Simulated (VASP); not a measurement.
# Lu (P6_3/mmc) in VASP: a series of runs

One crystal, Lu, is run at these levels: PBEsol, PBE+D3(BJ); tasks: relaxation of shape and atoms at fixed volume, relaxation of cell and atoms.

Program: VASP 6.6.1. These are calculated values, not measurements. Logs are shortened: lines on timing, memory, paths and dates and some standing lists are left out, and cuts for length are marked.

**1. Starting point**

It takes space group P6_3/mmc (No. 194, hexagonal). The conventional cell has a = 3.503 Å, b = 3.503 Å, c = 5.551 Å, α = 90.00°, β = 90.00°, γ = 120.00°. Lu (site symmetry -6m2) is surrounded by 12 Lu at 3.43 to 3.50 Å.

**2. Relaxation of shape and atoms at fixed volume, PBEsol (a relaxed cell with its volume scaled by 1.06)**

INCAR

```
SYSTEM = Lu
ALGO = Normal
EDIFF = 1E-7
EDIFFG = -0.01
ENCUT = 600
GGA = PS
IBRION = 2
ISIF = 4
ISMEAR = 1
LASPH = .True.
LCHARG = .False.
LREAL = .False.
LWAVE = .False.
NELM = 80
NSW = 40
PREC = Accurate
SIGMA = 0.1
```

KPOINTS

```
k-points
0
Gamma
  12 12 7
  0 0 0
```

POSCAR

```
Lu                                      
1.0
    3.5194191467     -0.0000000000     -0.0000000000
   -1.7597095734      3.0479063877      0.0000000000
    0.0000000000     -0.0000000000      5.4640865765
  Lu            
     2
Direct
     0.3333333332999970    0.6666666667000030    0.2500000000000000
     0.6666666667000030    0.3333333332999970    0.7500000000000000
```

Potentials or basis: VASP PAW PBE potentials, release 64 (Lu).

Launch:

```sh
$ cat potpaw_PBE.64/Lu/POTCAR > POTCAR
$ mpirun -np 1 vasp_std > vasp.out
```

OUTCAR:

```text
SYSTEM = Lu
   EDIFF = 1E-7
   EDIFFG = -0.01
   ENCUT = 600
   GGA = PS
   IBRION = 2
   ISIF = 4
   ISMEAR = 1
   LASPH = .True.
   LREAL = .False.
   NELM = 80
   NSW = 40
   PREC = Accurate

 ion  position               nearest neighbor table
   1  0.333  0.667  0.250-   2 3.40   2 3.40   2 3.40   2 3.40   2 3.40   2 3.40
   2  0.667  0.333  0.750-   1 3.40   1 3.40   1 3.40   1 3.40   1 3.40   1 3.40

  LATTYP: Found a hexagonal cell.
 ALAT       =     3.5194191467
 C/A-ratio  =     1.5525535177

  Lattice vectors:

 A1 = (   3.5194191467,   0.0000000000,   0.0000000000)
 A2 = (  -1.7597095734,   3.0479063877,   0.0000000000)
 A3 = (   0.0000000000,   0.0000000000,   5.4640865765)

Analysis of symmetry for initial positions (statically):
=====================================================================
 Subroutine PRICEL returns:
 Original cell was already a primitive cell.

 Routine SETGRP: Setting up the symmetry group for a
 hexagonal supercell.

 Subroutine GETGRP returns: Found 24 space group operations
 (whereof 12 operations were pure point group operations)
 out of a pool of 24 trial point group operations.

The static configuration has the point symmetry D_3d.
 The point group associated with its full space group is D_6h.

Analysis of symmetry for dynamics (positions and initial velocities):
=====================================================================
 Subroutine PRICEL returns:
 Original cell was already a primitive cell.

 Routine SETGRP: Setting up the symmetry group for a
 hexagonal supercell.

 Subroutine GETGRP returns: Found 24 space group operations
 (whereof 12 operations were pure point group operations)
 out of a pool of 24 trial point group operations.

The dynamic configuration has the point symmetry D_3d.
 The point group associated with its full space group is D_6h.

 Subroutine INISYM returns: Found 24 space group operations
 (whereof 12 operations are pure point group operations),
 and found     1 'primitive' translations

----------------------------------------------------------------------------------------

                                     Primitive cell

  volume of cell :      58.6125

  direct lattice vectors                    reciprocal lattice vectors
     3.519419147  0.000000000  0.000000000     0.284137796  0.164047033  0.000000000
    -1.759709573  3.047906388  0.000000000     0.000000000  0.328094066  0.000000000
     0.000000000  0.000000000  5.464086576     0.000000000  0.000000000  0.183013206

  length of vectors
     3.519419147  3.519419147  5.464086576     0.328094066  0.328094066  0.183013206

  position of ions in fractional coordinates (direct lattice)
     0.333333333  0.666666667  0.250000000
     0.666666667  0.333333333  0.750000000

  ion indices of the primitive-cell ions
   primitive index   ion index
                 1           1
                 2           2

----------------------------------------------------------------------------------------

 KPOINTS: k-points

Automatic generation of k-mesh.
 Grid dimensions read from file:
 generate k-points for:   12   12    7

 Generating k-lattice:

  Cartesian coordinates                     Fractional coordinates (reciprocal lattice)
     0.023678150  0.013670586  0.000000000     0.083333333 -0.000000000  0.000000000
     0.000000000  0.027341172  0.000000000     0.000000000  0.083333333  0.000000000
     0.000000000  0.000000000  0.026144744     0.000000000  0.000000000  0.142857143

  Length of vectors
     0.027341172  0.027341172  0.026144744

  Shift w.r.t. Gamma in fractional coordinates (k-lattice)
     0.000000000  0.000000000  0.000000000

 Subroutine IBZKPT returns following result:
 ===========================================

 Found     76 irreducible k-points:

 Following reciprocal coordinates:
            Coordinates               Weight
  0.000000  0.000000  0.000000      1.000000
  0.083333 -0.000000  0.000000      6.000000
  0.166667 -0.000000  0.000000      6.000000
  0.250000  0.000000  0.000000      6.000000
  0.333333 -0.000000  0.000000      6.000000
  0.416667 -0.000000  0.000000      6.000000
[... 16 lines left out ...]
  0.250000  0.000000  0.142857     12.000000
  0.333333 -0.000000  0.142857     12.000000
 [... further k-points ...]
   k-points           NKPTS =     76   k-points in BZ     NKDIM =     76   number of bands    NBANDS=     30
   number of dos      NEDOS =    301   number of ions     NIONS =      2
   total plane-waves  NPLWV =  37632
   dimension x,y,z NGX =    28 NGY =   28 NGZ =   48
   dimension x,y,z NGXF=    56 NGYF=   56 NGZF=   96
   ions per type =               2
   NGX,Y,Z   is equivalent  to a cutoff of  13.23, 13.23, 14.60 a.u.
   NGXF,Y,Z  is equivalent  to a cutoff of  26.45, 26.45, 29.21 a.u.
 SYSTEM =  Lu
   PREC   = accura    normal or accurate (medium, high low for compatibility)
   ISTART =      0    job   : 0-new  1-cont  2-samecut
   ICHARG =      2    charge: 1-file 2-atom 10-const
   ISPIN  =      1    spin polarized calculation?
   LNONCOLLINEAR =      F non collinear calculations
   LSORBIT =      F    spin-orbit coupling
   LASPH  =      T    aspherical Exc in radial PAW
   ENCUT  =  600.0 eV  44.10 Ry    6.64 a.u.   7.03  7.03 10.91*2*pi/ulx,y,z
   NELM   =     80;   NELMIN=  2; NELMDL= -5     # of ELM steps
   EDIFF  = 0.1E-06   stopping-criterion for ELM
   LREAL  =      F    real-space projection
   EDIFFG = -.1E-01   stopping-criterion for IOM
   NSW    =     40    number of steps for IOM
   IBRION =      2    ionic relax: 0-MD 1-quasi-New 2-CG
   NFREE  =      1    steps in history (QN), initial steepest desc. (CG)
   ISIF   =      4    stress and relaxation
   ISYM   =      2    0-nonsym 1-usesym 2-fastsym
   POTIM  = 0.5000    time-step for ionic-motion
   TEBEG  =    0.0;   TEEND  =   0.0 temperature during run
   PSTRESS=    0.0 pullay stress
   NELECT =      50.0000    total number of electrons
   NUPDOWN=      -1.0000    fix difference up-down
   EMIN   =  10.00;   EMAX   =-10.00  energy-range for DOS
   EFERMI =   0.00;   METHOD = LEGACY
   ISMEAR =     1;   SIGMA  =   0.10  broadening in eV -4-tet -1-fermi 0-gaus
   EFERMI_NEDOS =   21; number of points for ismear=-14 and -15
   IALGO  =     38    algorithm
   IMIX   =      4    mixing-type and parameters
     AMIX     =   0.40;   BMIX     =  1.00
     AMIX_MAG =   1.60;   BMIX_MAG =  1.00
  volume/ion in A,a.u.               =      29.31       197.77
  Fermi-wavevector in a.u.,A,eV,Ry     =   1.552630  2.934046 32.799039  2.410661
  Thomas-Fermi vector in A             =   2.656978
   LORBIT       =      0    0 simple, 1 ext, 2 COOP (PROOUT), +10 PAW based schemes
   GGA     = PS    functional components
   LHFCALC =     F    Hartree Fock is set to
   AEXX    =    0.0000 exact exchange contribution
   IVDW    =     0    specifies the selected vdW correction
   LEPSILON=     F    determine dielectric tensor
   LRPA    =     F    only Hartree local field effects (RPA)
 conjugate gradient relaxation of ions
 non-spin polarized calculation
 Methfessel and Paxton  Order N= 1 SIGMA  =   0.10
  energy-cutoff  :      600.00
  volume of cell :       58.61
 maximum number of plane-waves:      1977
   NGX = 15   NGY = 15   NGZ = 21

 number of electron      50.0000001 magnetization

 Free energy of the ion-electron system (eV)
  ---------------------------------------------------
  ext. energy  EPLUGINS =         0.00000000
  ---------------------------------------------------
  free energy    TOTEN  =        -9.87324975 eV

  energy without entropy =       -9.87277060  energy(sigma->0) =       -9.87309003

 E-fermi :   2.0608     XC(G=0): -10.7428

 val. band max:        2.0544691322   @ k =   0.4167  -0.0000   0.4286
 cond. band min:       2.0619672681   @ k =   0.3333   0.1667   0.2857
 fundamental gap:      0.0074981359
 Fermi energy:         2.0608470646

 k-point     1 :       0.0000    0.0000    0.0000
  band No.  band energies     occupation
      1     -54.1441      2.00000
      2     -54.1083      2.00000
      3     -25.0787      2.00000
      4     -24.6615      2.00000
      5     -24.6615      2.00000
      6     -24.5752      2.00000
[... 22 lines left out ...]
     29       4.9423      0.00000
     30       4.9506      0.00000

 k-point     2 :       0.0833   -0.0000    0.0000
  band No.  band energies     occupation
      1     -54.1425      2.00000
      2     -54.1079      2.00000
      3     -25.0677      2.00000
      4     -24.6825      2.00000
      5     -24.6690      2.00000
      6     -24.5976      2.00000
[... 22 lines left out ...]
     29       4.9896      0.00000
     30       5.1075      0.00000

 k-point     3 :       0.1667   -0.0000    0.0000
  band No.  band energies     occupation
      1     -54.1382      2.00000
      2     -54.1067      2.00000
      3     -25.0364      2.00000
      4     -24.7401      2.00000
      5     -24.6886      2.00000
      6     -24.6575      2.00000
[... 22 lines left out ...]
     29       4.8191      0.00000
     30       4.8753      0.00000

 k-point     4 :       0.2500    0.0000    0.0000
  band No.  band energies     occupation
      1     -54.1320      2.00000
      2     -54.1054      2.00000
      3     -24.9890      2.00000
      4     -24.8192      2.00000
      5     -24.7364      2.00000
      6     -24.7144      2.00000
[... 22 lines left out ...]
     29       4.4729      0.00000
     30       5.5613      0.00000

 k-point     5 :       0.3333   -0.0000    0.0000
  band No.  band energies     occupation
      1     -54.1252      2.00000
      2     -54.1047      2.00000
      3     -24.9328      2.00000
      4     -24.8987      2.00000
      5     -24.8123      2.00000
      6     -24.7393      2.00000
[... 22 lines left out ...]
     29       4.1399      0.00000
     30       6.5370      0.00000
[... 526 lines left out ...]
     29       4.6538      0.00000
     30       4.9185      0.00000

 k-point    22 :       0.1667   -0.0000    0.1429
  band No.  band energies     occupation
      1     -54.1367      2.00000
      2     -54.1083      2.00000
      3     -25.0179      2.00000
      4     -24.7322      2.00000
      5     -24.6836      2.00000
      6     -24.6749      2.00000
[... 22 lines left out ...]
     29       4.5381      0.00000
     30       5.1271      0.00000

 k-point    23 :       0.2500    0.0000    0.1429
  band No.  band energies     occupation
      1     -54.1307      2.00000
      2     -54.1067      2.00000
      3     -24.9832      2.00000
      4     -24.8038      2.00000
      5     -24.7542      2.00000
      6     -24.7087      2.00000
[... 22 lines left out ...]
     29       4.4888      0.00000
     30       5.6058      0.00000

 k-point    24 :       0.3333   -0.0000    0.1429
  band No.  band energies     occupation
      1     -54.1242      2.00000
      2     -54.1057      2.00000
      3     -24.9644      2.00000
      4     -24.8587      2.00000
      5     -24.8230      2.00000
      6     -24.7330      2.00000
[... 22 lines left out ...]
     29       4.2340      0.00000
     30       6.4860      0.00000

 [... further k-points ...]
[... 5 lines left out ...]
  --------------------------------------------------------------------------------------
  -------------------------------------------------------------------------------------
  Total       -1.0031856     -1.0031856     -0.9863292      0.0000000      0.0000000      0.0000000
  in kB      -27.4221620    -27.4221620    -26.9613916      0.0000000      0.0000000      0.0000000
  external PRESSURE =     -27.2685719 kB  Pullay stress =       0.0000000 kB

 VOLUME and BASIS-vectors are now :
 -----------------------------------------------------------------------------
  energy-cutoff  :      600.00
  volume of cell :       58.61
      direct lattice vectors                 reciprocal lattice vectors
     3.519419147  0.000000000  0.000000000     0.284137796  0.164047033  0.000000000
    -1.759709573  3.047906388  0.000000000     0.000000000  0.328094066  0.000000000
     0.000000000  0.000000000  5.464086576     0.000000000  0.000000000  0.183013206

 POSITION                                       TOTAL-FORCE (eV/Angst)
 -----------------------------------------------------------------------------------
     -0.00000      2.03194      1.36602        -0.000000      0.000000      0.000000
      1.75971      1.01597      4.09806         0.000000      0.000000      0.000000
 -----------------------------------------------------------------------------------
    total drift:                               -0.000000      0.000000     -0.000000

  FREE ENERGIE OF THE ION-ELECTRON SYSTEM (eV)
  ---------------------------------------------------
  free  energy   TOTEN  =        -9.8732497451 eV

  energy  without entropy=       -9.8727706025  energy(sigma->0) =       -9.87309003

 reached required accuracy - stopping structural energy minimisation
```

It took 83 s on 1 thread of Intel Xeon 6975P-C (Granite Rapids), shared host; peak memory 0.28 GiB.

Results:

```yaml
Free_energy: -9.8732 eV
Pressure_after_relaxing: -2.7 GPa
Band_gap_on_the_k_mesh: none (metal or under the smearing width)
```

Final structure:
```cif
data_structure
_symmetry_space_group_name_H-M 'P 1'
_symmetry_Int_Tables_number 1
_cell_length_a 3.5194
_cell_length_b 3.5194
_cell_length_c 5.4641
_cell_angle_alpha 90.000
_cell_angle_beta 90.000
_cell_angle_gamma 120.000
_cell_volume 58.61
loop_
_atom_site_label
_atom_site_type_symbol
_atom_site_fract_x
_atom_site_fract_y
_atom_site_fract_z
_atom_site_occupancy
Lu1 Lu 0.33333 0.66667 0.25000 1
Lu2 Lu 0.66667 0.33333 0.75000 1
```

Caveat: the relaxation stopped at its first step, so nothing moved; the PAW data sets were made with another functional, which shifts forces and pressure a little.

[end of part 1 of 2]
